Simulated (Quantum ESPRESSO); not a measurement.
A calculation with Quantum ESPRESSO 7.5 of Te2Mo (native input, structure typed inline):

File pw.in:

```
&CONTROL
  calculation = 'scf'
  prefix = 'pwscf'
  outdir = './tmp'
  pseudo_dir = './pseudo'
  tprnfor = .true.
  tstress = .true.
  disk_io = 'nowf'
/
&SYSTEM
  ibrav = 0
  nat = 6
  ntyp = 2
  ecutwfc = 60
  ecutrho = 440
  nbnd = 36
  occupations = 'smearing'
  smearing = 'fd'
  degauss = 0.00367493
/
&ELECTRONS
  conv_thr = 1.2d-09
  electron_maxstep = 120
  mixing_beta = 0.5
/
ATOMIC_SPECIES
Te   127.6000 Te_pbe_v1.uspp.F.UPF
Mo    95.9500 Mo_ONCV_PBE-1.0.oncvpsp.upf
CELL_PARAMETERS angstrom
   6.3616090156    0.0000000000    0.0000000000
   0.0000000000    3.4804030600    0.0000000000
  -0.0857412231    0.0000000000   36.1758904685
ATOMIC_POSITIONS crystal
Te     0.4292511000    0.7500000000    0.5407035800
Te     0.5707489000    0.2500000000    0.4592964200
Te     0.9208478700    0.2500000000    0.5565273200
Te     0.0791521300    0.7500000000    0.4434726800
Mo     0.1813475600    0.2500000000    0.4974653700
Mo     0.8186524400    0.7500000000    0.5025346300
K_POINTS automatic
4 8 1 0 0 0
```

Potentials or basis: SSSP 1.3 efficiency PBE.

Run with:

```console
$ OMP_NUM_THREADS=1 mpirun -n 2 pw.x -nk 2 -in pw.in > pw.out
```

Q: Write the same calculation in another form: ASE script, Cartesian positions.

A: As run:

File run.py:

```python
import numpy as np
from ase.calculators.espresso import Espresso, EspressoProfile
from ase.io import read

atoms = read('Te2Mo.xyz')

input_data = {
    'control': {'calculation': 'scf', 'prefix': 'pwscf', 'outdir': './tmp', 'tprnfor': True, 'tstress': True, 'disk_io': 'nowf'},
    'system': {'ecutwfc': 60.0, 'ecutrho': 440.0, 'nbnd': 36, 'occupations': 'smearing', 'smearing': 'fd', 'degauss': 0.00367493},
    'electrons': {'conv_thr': 1.2e-09, 'electron_maxstep': 120, 'mixing_beta': 0.5},
}
pseudopotentials = {'Mo': 'Mo_ONCV_PBE-1.0.oncvpsp.upf', 'Te': 'Te_pbe_v1.uspp.F.UPF'}
profile = EspressoProfile(command='mpirun -n 2 pw.x -nk 2', pseudo_dir='pseudo')
dft = Espresso(profile=profile, input_data=input_data, pseudopotentials=pseudopotentials, kpts=(4, 8, 1), koffset=(0, 0, 0))
atoms.calc = dft

print(f'energy {atoms.get_potential_energy():.8f} eV')
print('forces (eV/A)')
print(np.round(atoms.get_forces(), 6))
print('stress (eV/A^3, Voigt)')
print(np.round(atoms.get_stress(), 8))
print(f'Fermi level {dft.get_fermi_level():.4f} eV')
```

Contents of Te2Mo.xyz:

```xyz
6
Lattice="6.3616090156 0.0000000000 0.0000000000 0.0000000000 3.4804030600 0.0000000000 -0.0857412231 0.0000000000 36.1758904685" Properties=species:S:1:pos:R:3 pbc="T T T"
Te     2.6843670814      2.6103022950     19.5604334860
Te     3.5915007111      0.8701007650     16.6154569825
Te     5.8103567787      0.8701007650     20.1328713710
Te     0.4655110138      2.6103022950     16.0430190975
Mo     1.1110089834      0.8701007650     17.9962527370
Mo     5.1648588091      2.6103022950     18.1796377315
```

Potentials or basis: SSSP 1.3 efficiency PBE.

Launch:

```console
$ OMP_NUM_THREADS=1 python run.py
```

Both were run:

|  | native input, structure typed inline | ASE script, Cartesian positions |
| --- | --- | --- |
| Largest force | 0.433 eV/Å | 0.433 eV/Å |
| Band gap on the k mesh | none (metal or under the smearing width) | none (metal or under the smearing width) |

Keys that steer only the numerical path or the files written may differ.
